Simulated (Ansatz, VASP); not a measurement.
## Pt (linear Pt chain) in two plane-wave programs

One calculation is typed for both programs; each brings its own data sets. How far apart do they land? The structure shown is the end of the Ansatz relaxation below.

Method: plane waves, with VASP 6.6.1 beside it; single point at revPBE, in Ansatz 0.2.0.

## Step 1: Set-up

The cell holds 1 atom: 1 Pt. Cell: a = 7.500 Å, b = 7.500 Å, c = 2.363 Å, α = 90.0°, β = 90.0°, γ = 90.0°. Vacuum lies along a and b. The structure's axis is c.

## Step 2: Ansatz: relaxation, revPBE

Ansatz runs on its default PAW (the set named soft_2) files.

This run makes the geometry at which the two programs are then compared.

The input, input.yaml:

```yaml
crystal:
  lattice:
    - [7.5, 0.0, 0.0]
    - [0.0, 7.5, 0.0]
    - [0.0, 0.0, 2.5296]
  atoms:
    - { symbol: Pt, position: [0.5, 0.5, 0.0], spin: 0.6 }
magnetization:
  spin_polarized: true
kpoints:
  mp_grid: { grid: [1, 1, 32] }
scf:
  occupations: { method: fermi_dirac, width: 0.05 }
hamiltonian:
  xc: revpbe
relax:
  cell: { fix: [a, b, alpha, beta, gamma] }
  max_steps: 60
```

The run is started by

```bash
$ ansatz run input.yaml --threads 4 --pin off --max-ram 8192MiB --backend cpu --events-out ev --progress --plain --runs-dir out
```

Numbers of over 12 decimals in the logs are rounded to 6 here.

Log:

```text
Engine: ansatz 0.2.0, x86_64-unknown-linux-gnu
Pseudopotentials: kind: paw
Pseudopotential: Pt, paw, valence charge 18, recommended cutoff 420 eV (normal), Pt.paw.azcp
Functional definition: revPBE
  parameter kappa = 1.245
  parameter beta = 0.066725
  exchange = pbe_x(kappa = kappa, mu = beta*pi^2/3)
  correlation = pbe_c(beta = beta)
Crystal: 1 atoms, lattice volume = 142.290 Å³
Basis set: ecut = 420 eV, 2777 PW (Γ), exchange–correlation on 108×108×36 points (8 copies of the dense FFT grid, shifted against one another)
Bands: 14, of which v1, the nominal top of the filled ones, is band 9 counted from 1 (8 counted from 0)
Symmetry: 16 space group operations
Space group: P4/mmm (ITA 123), of the structure as read, at distance tolerance 5.2e-5 Å
Magnetic group: BNS 123.339 (UNI 999), of the structure as read, at distance tolerance 5.2e-5 Å
k-points: 17 of 32
Non-local potential: Pt, projectors of the file, l = 0: 3, l = 1: 2, l = 2: 2, l = 3: 1
PAW form: soft (Blöchl's): semilocal exchange-correlation on the pseudo side does not see the compensation charge
PAW frozen core: Pt, regenerated for the run's functional, and the local potential with it (the file was generated under x = pbe(κ = 0.804, μ = 0.219515), c = pbe(β = 0.066725))
PAW one-centre angular grid: Pt, 590 points (default); XC on 64 Gauss nodes
Initial density: superposition of atomic densities (neutral atoms: chi_scale 0, normalization atom)
Starting moments: Σ|m| = 0.6 μB on 1 of 1 site
Initial wavefunctions: pseudopotential atomic-orbital guess
Functional: x = revpbe(κ = 1.245, μ = 0.219515), c = pbe(β = 0.066725)
iter 1 solved again at ethr=2.54e-3 eV; its pass at ethr=3.10e-3 eV (dr2=4.57e-1 eV) is discarded
SCF iter   1: F=—  HF=-12530.116229 eV  |F-HF|=—  |Δ(HF+E_count)|=         —  Δρ=1.16e-2 (↑1.10e-2 ↓1.16e-2)  dr2=4.58e-1  dr2_m=7.00e-3  M=0.566 μB ∫|m|=0.567 μB  β_m=0.30  ethr=2.54e-3  ⟨swp⟩=1.0  Hψ=3049  notcnv=0
Mixer restart at iter 1: flushing history
preconditioner: auto → LDOS  [metal: Δε(μ)=0.101 eV  Ē_g=7.370 eV  σ=0.050 eV  W_gap=0.45  n_scr=20 (ndim 8)  ℏωp=9.8 eV  f_vac=0.709  D(μ)=3.48/eV (n_scr^D=20)]
spin=Collinear: LDOS preconditioning applied to the charge; magnetization (m = ρ↑ − ρ↓) channel mixes plain (no charge-response kernel on spin).
SCF iter   2: F=—  HF=-12530.167495 eV  |F-HF|=—  |Δ(HF+E_count)|=   5.13e-2  Δρ=7.45e-3 (↑6.73e-3 ↓7.45e-3)  dr2=1.47e-1  dr2_m=4.91e-3  M=0.542 μB ∫|m|=0.543 μB  β_m=0.51  ethr=2.54e-3  ⟨swp⟩=2.0  Hψ=631  notcnv=0
SCF iter   3: F=—  HF=-12530.303519 eV  |F-HF|=—  |Δ(HF+E_count)|=         —  Δρ=4.92e-3 (↑4.42e-3 ↓4.92e-3)  dr2=7.66e-3  dr2_m=2.28e-2  M=0.291 μB ∫|m|=0.291 μB  β_m=0.51  ethr=8.18e-4  ⟨swp⟩=2.4  Hψ=1006  notcnv=0
Mixer restart at iter 3: flushing history
SCF iter   4: F=—  HF=-12530.316990 eV  |F-HF|=—  |Δ(HF+E_count)|=   1.35e-2  Δρ=3.42e-3 (↑3.42e-3 ↓3.20e-3)  dr2=2.00e-3  dr2_m=1.26e-2  M=0.229 μB ∫|m|=0.229 μB  β_m=0.72  ethr=4.26e-5  ⟨swp⟩=2.8  Hψ=968  notcnv=0  defer=9
SCF iter   5: F=—  HF=-12530.326172 eV  |F-HF|=—  |Δ(HF+E_count)|=   9.18e-3  Δρ=1.07e-3 (↑6.50e-4 ↓1.07e-3)  dr2=7.01e-4  dr2_m=7.61e-4  M=0.103 μB ∫|m|=0.103 μB  β_m=0.76  ethr=1.11e-5  ⟨swp⟩=2.0  Hψ=950  notcnv=0  defer=10
SCF iter   6: F=—  HF=-12530.326245 eV  |F-HF|=—  |Δ(HF+E_count)|=   7.34e-5  Δρ=5.67e-4 (↑3.95e-4 ↓5.67e-4)  dr2=2.99e-5  dr2_m=2.85e-4  M=0.064 μB ∫|m|=0.064 μB  β_m=0.88  ethr=3.89e-6  ⟨swp⟩=2.0  Hψ=840  notcnv=0  defer=10
SCF iter   7: F=—  HF=-12530.326602 eV  |F-HF|=—  |Δ(HF+E_count)|=   3.57e-4  Δρ=1.72e-4 (↑1.27e-4 ↓1.72e-4)  dr2=1.81e-5  dr2_m=2.29e-5  M=0.020 μB ∫|m|=0.020 μB  β_m=0.90  ethr=1.66e-7  ⟨swp⟩=2.0  Hψ=916  notcnv=0  defer=10
SCF iter   8: F=—  HF=-12530.326580 eV  |F-HF|=—  |Δ(HF+E_count)|=   2.17e-5  Δρ=4.83e-5 (↑3.74e-5 ↓4.83e-5)  dr2=1.15e-6  dr2_m=1.83e-6  M=0.007 μB ∫|m|=0.007 μB  β_m=0.95  ethr=1.01e-7  ⟨swp⟩=2.0  Hψ=824  notcnv=0  defer=10
SCF iter   9: F=—  HF=-12530.326588 eV  |F-HF|=—  |Δ(HF+E_count)|=   7.97e-6  Δρ=1.73e-5 (↑1.17e-5 ↓1.73e-5)  dr2=1.85e-7  dr2_m=1.81e-7  M=0.002 μB ∫|m|=0.002 μB  β_m=0.96  ethr=6.40e-9  ⟨swp⟩=2.5  Hψ=973  notcnv=0  defer=10
SCF iter  10: F=—  HF=-12530.326588 eV  |F-HF|=—  |Δ(HF+E_count)|=   3.46e-7  Δρ=3.68e-6 (↑3.68e-6 ↓1.90e-6)  dr2=8.23e-9  dr2_m=8.25e-9  M=0.000 μB ∫|m|=0.000 μB  β_m=0.98  ethr=1.03e-9  ⟨swp⟩=2.0  Hψ=755  notcnv=0  defer=10
SCF iter  11: F=—  HF=-12530.326588 eV  |F-HF|=—  |Δ(HF+E_count)|=   7.87e-9  Δρ=3.60e-7 (↑3.45e-7 ↓3.60e-7)  dr2=4.35e-10  dr2_m=1.20e-10  M=0.000 μB ∫|m|=0.000 μB  β_m=0.99  ethr=4.57e-11  ⟨swp⟩=2.1  Hψ=793  notcnv=0  defer=10
SCF iter  12: F=-12530.326588 eV  HF=-12530.326588 eV  |F-HF|=1.09e-11  |Δ(HF+E_count)|=  2.26e-10  Δρ=7.91e-8 (↑7.91e-8 ↓5.75e-8)  dr2=4.61e-12  dr2_m=3.90e-12  M=0.000 μB ∫|m|=0.000 μB  ethr=2.42e-12  ⟨swp⟩=1.0  Hψ=1302  notcnv=0
[...]
iter 6 did not close the SCF: its close was put off for a magnetic moment that had not settled (scf_convergence_deferred on its scf_iter line)
SCF iter   6: F=-12530.500526 eV  HF=-12530.500526 eV  |F-HF|=2.37e-8  |Δ(HF+E_count)|=   6.60e-8  Δρ=1.63e-6 (↑1.01e-6 ↓1.63e-6)  dr2=6.60e-9  dr2_m=4.95e-10  M=-0.000 μB ∫|m|=0.000 μB  β_m=0.86  ethr=4.64e-10  ⟨swp⟩=2.0  Hψ=1437  notcnv=0
SCF iter   7: F=-12530.500526 eV  HF=-12530.500526 eV  |F-HF|=4.33e-10  |Δ(HF+E_count)|=   1.90e-8  Δρ=2.42e-7 (↑2.42e-7 ↓1.74e-7)  dr2=1.15e-10  dr2_m=8.80e-12  M=-0.000 μB ∫|m|=0.000 μB  ethr=3.67e-11  ⟨swp⟩=1.8  Hψ=1358  notcnv=0
the starting moments were not kept: the SCF closed with an absolute magnetisation of 5.8e-6 μB, where they sum to 0.6 μB in size (1 site). That is at most 0.1 of that sum. Measured as dr2_m measures the in/out step, that magnetisation stands 1.4e-11 eV from none, at or under the dr2_threshold of 1.0e-7 eV: it is no larger than a step whose dr2_m would equal this threshold.
SCF 4 converged in 7 iterations: F = -12530.500526 eV  dr2 = 1.15e-10
relax step   4: F+E_penalty+E_count = -12530.50052607 eV  Δ(F+E_penalty+E_count) = -5.811e-3 eV  max|allowed force component| = 0.000e0 eV/Å  Δτ_max = 0.0000 Å  P = -0.117 GPa  Ω = 133.087 Å³  energy of the carried Pulay correction = +1.153e-3 eV  fix = [a, b, alpha, beta, gamma]  reactions: a -0.103, b -0.103 GPa  (7 SCF iters, dr2 threshold 1.00e-7 eV, accepted)
[...]
relax step   5: F+E_penalty+E_count = -12530.50062570 eV  Δ(F+E_penalty+E_count) = -9.963e-5 eV  max|allowed force component| = 0.000e0 eV/Å  Δτ_max = 0.0000 Å  P = -0.070 GPa  Ω = 132.919 Å³  energy of the carried Pulay correction = +1.174e-3 eV  fix = [a, b, alpha, beta, gamma]  reactions: a -0.102, b -0.102 GPa  (5 SCF iters, dr2 threshold 5.24e-8 eV, accepted)
[...]
relax step   6: F+E_penalty+E_count = -12530.49932602 eV  Δ(F+E_penalty+E_count) = +1.300e-3 eV  max|allowed force component| = 0.000e0 eV/Å  Δτ_max = 0.0000 Å  P = -0.069 GPa  Ω = 132.919 Å³  fix = [a, b, alpha, beta, gamma]  reactions: a -0.101, b -0.101 GPa  stress off target by 4.17e-3 GPa on what of the cell is left free  SCF on the basis re-selected at this cell (its energy is not comparable with the rows above)  (7 SCF iters)
basis re-selected at this cell: Δ(F+E_penalty+E_count) = +1.300e-3 eV, ΔP = +0.001 GPa vs the last step (what re-selecting the basis moved, of the pressure what is left beyond the Pulay correction that the steps carried, after the strain that the cell walked since its last selection, with what the two solves' SCF thresholds leave and, on support functions, any second-order correction that the steps lacked; it is no measure of the basis error at this ecutwfc). The dense FFT grid was sized anew with the basis: this SCF ran on 54×54×16 points, the steps before it on 54×54×18, so part of this shift can come from that change (see relax.cell in the input reference). [rest of the remark cut]
SCF converged after 7 iterations
Magnetization: 0.0000 μB (9.0000 up, 9.0000 down)
Absolute magnetization: 0.0000 μB (∫|ρ↑−ρ↓|, with the PAW one-centre terms)
Spin contamination: 0.0000 ħ² per cell (⟨S²⟩ above its minimum at these occupations)
Per-site moments (μB) at R_I (Å): [(3.3490336705955684e-8, 0.974736)]
Free energy (F): -12530.499326 eV
Harris-Foulkes:  -12530.499326 eV  (|F-HF|=1.82e-12)
Internal energy: -12530.486659 eV  (E = F + TS)
E sigma→0 (E₀):  -12530.492993 eV
Entropy (-TS):   -0.012667 eV (-12.667 meV/atom)
Fermi energy:    -2.735796 eV
--- Per-component energies (eV) ---
  E_band       = -573.917375
  E_kinetic    = 636.585558
  E_local      = -5393.469891  (includes V_loc(G=0)·N_el)
  E_nonlocal   = 201.297823
  E_hartree    = 2285.564399
  E_xc         = -259.457011
  E_vxc        = -298.819730  (∫ρ·V_xc dr)
  E_paw        = -9464.948438  (= ΣΔE_a)
  E_vpaw       = -290.640114  (= ΣTr[D̂ρ^β])
  E_aug_tail   = 0.000202  (compensation charges beyond the density's cutoff)
  E_ewald      = -536.032288
  E_core_change = -0.027013  (= ΣΔE_core)
  E_smearing   = -0.012667  (= −TS)
  E_closure    = -0.000000  (closes the sum)
  Σ components = -12530.499326   (vs F -12530.499326, Δ=0.00e0)
--- Forces (eV/Å), atoms counted from 1 ---
  atom   1  Pt     0.00000000    -0.00000000     0.00000000
  max |Σ_I F_I| component: 2.52e-29 eV/Å
--- Stress (GPa, compression-positive) ---
       -0.101121       0.000000       0.000000
        0.000000      -0.101121       0.000000
        0.000000       0.000000      -0.004168
  P = ⅓ Tr σ = -0.0688 GPa (-0.688 kbar)
--- Relaxed structure (5 steps of the walk, 5 accepted, 1 SCFs on fresh bases) ---
  F+E_penalty+E_count = -12530.49932602 eV   max|allowed force component| = 0.000e0 eV/Å   (the final SCF, on the basis selected at the relaxed cell)
  cell:  # Å, volume = 132.9186 Å³
    - [7.5, 0.0, 0.0]
    - [0.0, 7.5, 0.0]
    - [0.0, 0.0, 2.362997]
  atoms:
    - { symbol: Pt, position: [0.5, 0.5, 0.0] }
```

## Step 3: VASP: single point, revPBE

The same cell, functional, mesh and smearing now go to VASP, with its own data sets.

Lines of VASP's logs that name or quote its potential files are left out, and so is its time.

The input, INCAR:

```
SYSTEM = Pt
PREC = Accurate
ENCUT = 500
EDIFF = 1E-06
NELM = 200
ISMEAR = -1
SIGMA = 0.05
LREAL = .FALSE.
ALGO = Normal
GGA = RE
NBANDS = 11
ISPIN = 2
MAGMOM = 0
LASPH = .TRUE.
LMAXMIX = 4
LORBIT = 11
LWAVE = .FALSE.
LCHARG = .FALSE.
ISIF = 2
GGA_COMPAT = .FALSE.
```

The input, POSCAR:

```
Pt
1.0
    7.5000000000      0.0000000000      0.0000000000
    0.0000000000      7.5000000000      0.0000000000
    0.0000000000      0.0000000000      2.3629970847
Pt
1
Direct
    0.5000000000      0.5000000000      0.0000000000
```

The input, KPOINTS:

```
Automatic mesh
0
Gamma
1 1 32
0 0 0
```

The projector-augmented-wave data sets are Pt (PBE family, release 64).

The run is started by

```bash
$ mpirun -np 1 vasp_std
```

Log:

```text
[banner, memory and clock lines left out]
running    1 mpi-ranks, on    1 nodes
 distrk:  each k-point on    1 cores,    1 groups
 distr:  one band on    1 cores,    1 groups

 POSCAR found type information on POSCAR Pt
 POSCAR found :  1 types and       1 ions
|                                                                             |
|               ----> ADVICE to this user running VASP <----                  |
|                                                                             |
|     You enforced a specific xc type in the INCAR file but a different       |
|     [... a line on the potential file left out ...]
|     I HOPE YOU KNOW WHAT YOU ARE DOING!                                     |
|                                                                             |

 LDA part: xc-table for (Slater+PW92), standard interpolation
 POSCAR, INCAR and KPOINTS ok, starting setup
 FFT: planning ... GRIDC
 FFT: planning ... GRID_SOFT
 FFT: planning ... GRID
 WAVECAR not read
 entering main loop
       N       E                     dE             d eps       ncg     rms          rms(c)
DAV:   1     0.544109539805E+02    0.54411E+02   -0.33625E+03   748   0.632E+02
DAV:   2    -0.549453601581E+00   -0.54960E+02   -0.48869E+02  1171   0.105E+02
DAV:   3    -0.352633022181E+01   -0.29769E+01   -0.29303E+01   855   0.299E+01
DAV:   4    -0.354629100127E+01   -0.19961E-01   -0.19953E-01   856   0.282E+00
DAV:   5    -0.354666559202E+01   -0.37459E-03   -0.37458E-03   902   0.420E-01    0.624E+00
DAV:   6    -0.328651115999E+01    0.26015E+00   -0.87328E-01   785   0.575E+00    0.409E+00
DAV:   7    -0.325807276116E+01    0.28438E-01   -0.35952E-02   809   0.975E-01    0.200E+00
DAV:   8    -0.325342702157E+01    0.46457E-02   -0.69890E-03   757   0.546E-01    0.141E-01
DAV:   9    -0.325326119686E+01    0.16582E-03   -0.96215E-04   782   0.160E-01    0.446E-02
DAV:  10    -0.325328690161E+01   -0.25705E-04   -0.61214E-05   766   0.581E-02    0.967E-03
DAV:  11    -0.325330561321E+01   -0.18712E-04   -0.21575E-06   788   0.729E-03    0.497E-03
DAV:  12    -0.325332407136E+01   -0.18458E-04   -0.14711E-06   773   0.498E-03    0.233E-03
DAV:  13    -0.325334923081E+01   -0.25159E-04   -0.46246E-06   748   0.615E-03    0.580E-04
DAV:  14    -0.325335577574E+01   -0.65449E-05   -0.87847E-07   770   0.241E-03    0.417E-04
DAV:  15    -0.325335624571E+01   -0.46997E-06   -0.10690E-07   812   0.165E-03
   1 F= -.32533562E+01 E0= -.32469008E+01  d E =-.129108E-01  mag=     0.0000
```

From OUTCAR (step 3):

```text
ion  position               nearest neighbor table
   1  0.500  0.500  0.000-

  LATTYP: Found a simple tetragonal cell.
 ALAT       =     7.5000000000
 C/A-ratio  =     0.3150662780

 Subroutine GETGRP returns: Found 16 space group operations
 (whereof 16 operations were pure point group operations)

The static configuration has the point symmetry D_4h.

 Found     17 irreducible k-points:

   k-points           NKPTS =     17   k-points in BZ     NKDIM =     17   number of bands    NBANDS=     11

   dimension x,y,z NGX =    56 NGY =   56 NGZ =   18
   dimension x,y,z NGXF=   112 NGYF=  112 NGZF=   36

   ENCUT  =  500.0 eV  36.75 Ry    6.06 a.u.  13.67 13.67  4.31*2*pi/ulx,y,z

   NELECT =      10.0000    total number of electrons

 k-points in reciprocal lattice and weights: Automatic mesh
   0.00000000  0.00000000  0.00000000       0.031
   0.00000000  0.00000000  0.03125000       0.062
   0.00000000  0.00000000  0.06250000       0.062
   0.00000000  0.00000000  0.09375000       0.062
   0.00000000  0.00000000  0.12500000       0.062
   0.00000000  0.00000000  0.15625000       0.062
   0.00000000  0.00000000  0.18750000       0.062
   0.00000000  0.00000000  0.21875000       0.062
   0.00000000  0.00000000  0.25000000       0.062
[...]
0.00000000  0.00000000  0.46875000       0.062
   0.00000000  0.00000000  0.50000000       0.031

 average (electrostatic) potential at core
       1 -77.2712

 E-fermi :  -4.1472

 spin component 1
 k-point     1 :       0.0000    0.0000    0.0000
  band No.  band energies     occupation
      1     -10.9921      1.00000
      2      -5.8529      1.00000
      3      -5.6692      1.00000
      4      -5.6646      1.00000
      5      -3.3032      0.00000
      6      -3.3032      0.00000
      7      -0.4707      0.00000
      8      -0.4707      0.00000
      9       1.3356      0.00000
    ...

 k-point     2 :       0.0000    0.0000    0.0312
  band No.  band energies     occupation
      1     -10.9247      1.00000
      2      -5.8343      1.00000
      3      -5.6596      1.00000
      4      -5.6551      1.00000
      5      -3.4073      0.00000
      6      -3.4073      0.00000
      7      -0.3853      0.00000
      8      -0.3853      0.00000
      9       1.3610      0.00000
    ...

 k-point     3 :       0.0000    0.0000    0.0625
  band No.  band energies     occupation
      1     -10.7235      1.00000
      2      -5.7787      1.00000
      3      -5.6313      1.00000
      4      -5.6269      1.00000
      5      -3.6863      0.00010
      6      -3.6863      0.00010
      7      -0.1591      0.00000
      8      -0.1591      0.00000
      9       1.4370      0.00000
    ...

 k-point     4 :       0.0000    0.0000    0.0937
  band No.  band energies     occupation
      1     -10.3914      1.00000
      2      -5.6864      1.00000
      3      -5.5849      1.00000
      4      -5.5807      1.00000
      5      -4.0766      0.19584
      6      -4.0766      0.19584
      7       0.1538      0.00000
      8       0.1538      0.00000
      9       1.5637      0.00000
    ...

 k-point     5 :       0.0000    0.0000    0.1250
  band No.  band energies     occupation
    ...
      2      -5.5579      1.00000
      3      -5.5218      1.00000
      4      -5.5178      1.00000
      5      -4.5264      0.99949
      6      -4.5264      0.99949
      7       0.5157      0.00000
      8       0.5157      0.00000
      9       1.7412      0.00000
     10       3.2033      0.00000
     11       4.9500      0.00000

 k-point     6 :       0.0000    0.0000    0.1562
  band No.  band energies     occupation
    ...
      2      -5.4439      1.00000
      3      -5.4402      1.00000
      4      -5.3939      1.00000
      5      -5.0017      1.00000
      6      -5.0017      1.00000
      7       0.9088      0.00000
      8       0.9088      0.00000
      9       1.9693      0.00000
     10       3.4271      0.00000
     11       5.2196      0.00000

  Total       -0.0956264     -0.0956264     -0.1197576      0.0000000      0.0000000      0.0000000
  in kB       -1.1526644     -1.1526644     -1.4435366      0.0000000      0.0000000      0.0000000
  external PRESSURE =      -1.2496218 kB  Pullay stress =       0.0000000 kB

  energy-cutoff  :      500.00
  volume of cell :      132.92
      direct lattice vectors                 reciprocal lattice vectors
     7.500000000  0.000000000  0.000000000     0.133333333  0.000000000  0.000000000
     0.000000000  7.500000000  0.000000000     0.000000000  0.133333333  0.000000000
     0.000000000  0.000000000  2.362997085     0.000000000  0.000000000  0.423191381

 POSITION                                       TOTAL-FORCE (eV/Angst)
 -----------------------------------------------------------------------------------
      3.75000      3.75000      0.00000         0.000000      0.000000      0.000000
 -----------------------------------------------------------------------------------
    total drift:                                0.000000      0.000000      0.000000

  FREE ENERGIE OF THE ION-ELECTRON SYSTEM (eV)
  ---------------------------------------------------
  free  energy   TOTEN  =        -3.2533562457 eV

  energy  without entropy=       -3.2404454188  energy(sigma->0) =       -3.24690083

 total charge
# of ion       s       p       d       tot
------------------------------------------
    1        0.771   0.244   8.045   9.060

 magnetization (x)
# of ion       s       p       d       tot
------------------------------------------
    1       -0.000  -0.000  -0.000  -0.000

[... 5 further parts left out ...]
```

## Step 4: Side by side

Known differences besides the potentials themselves: the data sets hold 18 valence electrons in Ansatz (on its default PAW (the set named soft_2) files) and 10 in VASP; the cutoff is 420 eV in Ansatz and 500 eV in VASP; Ansatz makes its cores anew for this functional, VASP keeps those of its PBE data sets; Ansatz's pressure holds a Pulay correction, VASP's none. Total energies have different zeros and are not compared.

The two programs side by side:

```
      quantity  Ansatz   VASP  difference
pressure (GPa)   -0.07  -0.12       +0.06
```

## Step 5: Outcome

- difference in pressure (single point, revPBE): 0.056 GPa

**Reading.** The difference in pressure is 0.056 GPa (single point, revPBE), within the 1 GPa picked in this series as the mark of a large difference. The data sets hold unlike numbers of valence electrons (18 in Ansatz and 10 in VASP), so part of the differences comes from the potentials. How closely two codes agree says nothing of how well the functional describes the real material.

[Lines on the potential files, build, host, timing and source positions are cut from VASP's logs without a mark.]

[Logs are printed without paths, hosts, clocks, repeated set-up lines and the standing remarks that a program may print on its own settings, such as how far it seeks lower states.]

[Hosts, paths, dates, database ids (printed as entryN), source tags and the programs' standing remarks are cut or masked in the printed files.]
